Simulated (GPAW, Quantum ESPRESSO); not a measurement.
Given: the input of a run of Quantum ESPRESSO 7.5 on Ag. This isn't the form of Ag at room conditions, which is fcc.

The input pw.in:

```
&CONTROL
  calculation = 'scf'
  prefix = 'pwscf'
  outdir = './tmp'
  pseudo_dir = './pseudo'
  tprnfor = .true.
  tstress = .true.
  disk_io = 'low'
/
&SYSTEM
  ibrav = 0
  nat = 1
  ntyp = 1
  ecutwfc = 56
  ecutrho = 448
  nbnd = 16
  occupations = 'smearing'
  smearing = 'fd'
  degauss = 0.00367493
/
&ELECTRONS
  conv_thr = 2d-10
  electron_maxstep = 120
  mixing_beta = 0.5
/
ATOMIC_SPECIES
Ag   107.8682 ag_pbesol_v1.4.uspp.F.UPF
CELL_PARAMETERS angstrom
  -1.6556540000    1.6556540000    1.6556540000
   1.6556540000   -1.6556540000    1.6556540000
   1.6556540000    1.6556540000   -1.6556540000
ATOMIC_POSITIONS crystal
Ag     0.0000000000    0.0000000000    0.0000000000
K_POINTS automatic
11 11 11 0 0 0
```

pp_density.in

```
&INPUTPP
  prefix = 'pwscf'
  outdir = './tmp'
  filplot = 'density.dat'
  plot_num = 0
/
&PLOT
  nfile = 1
  filepp(1) = 'density.dat'
  iflag = 3
  output_format = 6
  fileout = 'density.cube'
/
```

pp_potential.in

```
&INPUTPP
  prefix = 'pwscf'
  outdir = './tmp'
  filplot = 'potential.dat'
  plot_num = 11
/
&PLOT
  nfile = 1
  filepp(1) = 'potential.dat'
  iflag = 3
  output_format = 6
  fileout = 'potential.cube'
/
```

Potentials or basis: GBRV 1.5 PBEsol.

Run with:

```bash
$ OMP_NUM_THREADS=1 mpirun -n 2 pw.x -nk 2 -in pw.in > pw.out
$ OMP_NUM_THREADS=1 mpirun -n 1 pp.x -in pp_density.in > pp_density.out
$ OMP_NUM_THREADS=1 mpirun -n 1 pp.x -in pp_potential.in > pp_potential.out
```

Question: Translate it to GPAW 26.7.0 (ASE script). Potentials or basis there: PAW data sets generated for this functional, cutoff 600 eV.

Answer: As run (cutoffs and basis follow the program's own potentials, and thresholds, step limits or extra output files can differ):

File run.py:

```python
from ase import Atoms
from ase.dft.bandgap import bandgap
from ase.io import write
from ase.units import Bohr, GPa
from gpaw import GPAW, PW, setup_paths
from gpaw.elf import elf_from_dft_calculation

setup_paths.insert(0, '.')

atoms = Atoms(['Ag'],
              cell=[[-1.655654, 1.655654, 1.655654],
                    [1.655654, -1.655654, 1.655654],
                    [1.655654, 1.655654, -1.655654]],
              scaled_positions=[[0.0, 0.0, 0.0]],
              pbc=True)

calc = GPAW(mode=PW(600),
            xc='PBEsol',
            kpts={'size': (11, 11, 11), 'gamma': True},
            occupations={'name': 'fermi-dirac', 'width': 0.05},
            nbands=18,
            convergence={'density': 1e-05, 'energy': 1e-05},
            maxiter=150,
            txt='gpaw.txt')
atoms.calc = calc
energy = atoms.get_potential_energy()
forces = atoms.get_forces()
stress = atoms.get_stress()
calc.write('gs.gpw')
write('result.traj', atoms)
print(f'Energy: {energy:.6f} eV')
print('Forces (eV/A):')
print(forces.round(4))
print('Stress (GPa):', (stress / GPa).round(3))
print('Fermi level:', round(calc.get_fermi_level(), 4), 'eV')
print(f'Gap: {bandgap(calc)[0]:.4f} eV, direct: {bandgap(calc, direct=True)[0]:.4f} eV')

# fields on the real-space grid
write('density.cube', atoms, data=calc.get_pseudo_density() * Bohr**3)
write('potential.cube', atoms, data=calc.get_electrostatic_potential())
write('elf.cube', atoms, data=elf_from_dft_calculation(calc).data)
```

Potentials or basis: PAW data sets generated in the run's folder for this functional, pw.

Run with:

```sh
$ gpaw-setup -f PBEsol Ag
$ OMP_NUM_THREADS=1 python run.py
```

Both were run:

|  | Quantum ESPRESSO | GPAW |
| --- | --- | --- |
| Pressure | -7.6 GPa | -7.3 GPa |

The potentials hold 19 and 17 valence electrons a cell.

Pressure is positive in compression.
